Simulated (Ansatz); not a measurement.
LiF (Griceite) in Ansatz: the effect of functional

Crystal: LiF (Griceite).

```
F Li
1.0
     0.00000    2.00048    2.00048
     2.00048    0.00000    2.00048
     2.00048    2.00048    0.00000
F Li
1 1
Direct
  0.50000 0.50000 0.50000
  0.00000 0.00000 0.00000
```

The cell isn't the ideal one: volume scaled by 0.98.

Alike in all runs:

| Item | Value |
| --- | --- |
| Program | Ansatz 0.2.0 |
| Task | single point |
| Potentials or basis | Ansatz PAW |
| k mesh | 11 × 11 × 11 |
| Occupations | fermi-dirac, width 0.05 eV |
| Spin | no spin polarisation |

```csv
functional,cutoff,gap on the mesh (eV),pressure (GPa)
LDA,420 eV (not typed: the program's choice for these potentials),9.03,-5.2
PBEsol,420 eV (not typed: the program's choice for these potentials),?,?
r2SCAN,500 eV (not typed: the program's choice for these potentials),10.25,-0.6
```

Task: What does the run with functional PBEsol give?

Result: gap on the mesh 9.10 eV; pressure 0.4 GPa.

Caveats: odd divisions of the mesh miss points on the zone boundary, where band edges often lie, so the gap on the mesh can be too wide; the PAW data sets come from PBE, with cores solved anew for the run's functional, which leaves a small shift of forces and pressure.

A k mesh can miss the band edges.

Runs at the PBE level aren't shown here.
